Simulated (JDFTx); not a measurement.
A run of JDFTx 1.7.0 (patched build):

File bands.in:

```
lattice \
    0.0000000000     4.1271496856     4.1271496856 \
    4.1271496856     0.0000000000     4.1271496856 \
    4.1271496856     4.1271496856     0.0000000000
coords-type Lattice
ion Al     0.0000000000     0.0000000000     0.0000000000 1
ion N      0.2500000000     0.2500000000     0.2500000000 1

ion-species pseudo/Al.upf
ion-species pseudo/N.upf
elec-cutoff 42 336
elec-ex-corr lda-PW
elec-smearing Fermi 0.0018374661
elec-n-bands 9
electronic-minimize nIterations 30 energyDiffThreshold 1e-06
davidson-band-ratio 1.3
forces-output-coords Cartesian
include path.kpoints
symmetries none
fix-electron-density run.$VAR

dump-name bands.$VAR
dump End Ecomponents EigStats BandEigs Kpoints Forces
```

path.kpoints

```
kpoint +0.0000000000 +0.0000000000 +0.0000000000 0.020000000000
kpoint +0.0714285714 +0.0000000000 +0.0714285714 0.020000000000
kpoint +0.1428571429 +0.0000000000 +0.1428571429 0.020000000000
kpoint +0.2142857143 +0.0000000000 +0.2142857143 0.020000000000
kpoint +0.2857142857 +0.0000000000 +0.2857142857 0.020000000000
kpoint +0.3571428571 +0.0000000000 +0.3571428571 0.020000000000
kpoint +0.4285714286 +0.0000000000 +0.4285714286 0.020000000000
kpoint +0.5000000000 +0.0000000000 +0.5000000000 0.020000000000
kpoint +0.5000000000 +0.0833333333 +0.5833333333 0.020000000000
kpoint +0.5000000000 +0.1666666667 +0.6666666667 0.020000000000
kpoint +0.5000000000 +0.2500000000 +0.7500000000 0.020000000000
kpoint +0.4375000000 +0.3125000000 +0.7500000000 0.020000000000
kpoint +0.3750000000 +0.3750000000 +0.7500000000 0.020000000000
kpoint +0.3281250000 +0.3281250000 +0.6562500000 0.020000000000
kpoint +0.2812500000 +0.2812500000 +0.5625000000 0.020000000000
kpoint +0.2343750000 +0.2343750000 +0.4687500000 0.020000000000
kpoint +0.1875000000 +0.1875000000 +0.3750000000 0.020000000000
kpoint +0.1406250000 +0.1406250000 +0.2812500000 0.020000000000
kpoint +0.0937500000 +0.0937500000 +0.1875000000 0.020000000000
kpoint +0.0468750000 +0.0468750000 +0.0937500000 0.020000000000
kpoint +0.0000000000 +0.0000000000 +0.0000000000 0.020000000000
kpoint +0.0833333333 +0.0833333333 +0.0833333333 0.020000000000
kpoint +0.1666666667 +0.1666666667 +0.1666666667 0.020000000000
kpoint +0.2500000000 +0.2500000000 +0.2500000000 0.020000000000
kpoint +0.3333333333 +0.3333333333 +0.3333333333 0.020000000000
kpoint +0.4166666667 +0.4166666667 +0.4166666667 0.020000000000
kpoint +0.5000000000 +0.5000000000 +0.5000000000 0.020000000000
kpoint +0.5250000000 +0.4500000000 +0.5250000000 0.020000000000
kpoint +0.5500000000 +0.4000000000 +0.5500000000 0.020000000000
kpoint +0.5750000000 +0.3500000000 +0.5750000000 0.020000000000
kpoint +0.6000000000 +0.3000000000 +0.6000000000 0.020000000000
kpoint +0.6250000000 +0.2500000000 +0.6250000000 0.020000000000
kpoint +0.5625000000 +0.2500000000 +0.6875000000 0.020000000000
kpoint +0.5000000000 +0.2500000000 +0.7500000000 0.020000000000
kpoint +0.5000000000 +0.2916666667 +0.7083333333 0.020000000000
kpoint +0.5000000000 +0.3333333333 +0.6666666667 0.020000000000
kpoint +0.5000000000 +0.3750000000 +0.6250000000 0.020000000000
kpoint +0.5000000000 +0.4166666667 +0.5833333333 0.020000000000
kpoint +0.5000000000 +0.4583333333 +0.5416666667 0.020000000000
kpoint +0.5000000000 +0.5000000000 +0.5000000000 0.020000000000
kpoint +0.4791666667 +0.4791666667 +0.5416666667 0.020000000000
kpoint +0.4583333333 +0.4583333333 +0.5833333333 0.020000000000
kpoint +0.4375000000 +0.4375000000 +0.6250000000 0.020000000000
kpoint +0.4166666667 +0.4166666667 +0.6666666667 0.020000000000
kpoint +0.3958333333 +0.3958333333 +0.7083333333 0.020000000000
kpoint +0.3750000000 +0.3750000000 +0.7500000000 0.020000000000
kpoint +0.6250000000 +0.2500000000 +0.6250000000 0.020000000000
kpoint +0.5833333333 +0.1666666667 +0.5833333333 0.020000000000
kpoint +0.5416666667 +0.0833333333 +0.5416666667 0.020000000000
kpoint +0.5000000000 +0.0000000000 +0.5000000000 0.020000000000
```

Potentials or basis: PseudoDojo-SR-LDA-0.4.1-standard with smoothed tails.

Run with:

```console
$ jdftx -c 1 -i bands.in -o bands.out
```

Hardware: 1 thread of Arm Neoverse V2, on a shared host.

Task: How long does it take, and how much memory?

Result: Wall time 11 s on 1 thread of Arm Neoverse V2, on a shared host, peak memory 0.09 GiB. Counts: scf iterations 0, bands 9, plane waves 1825.
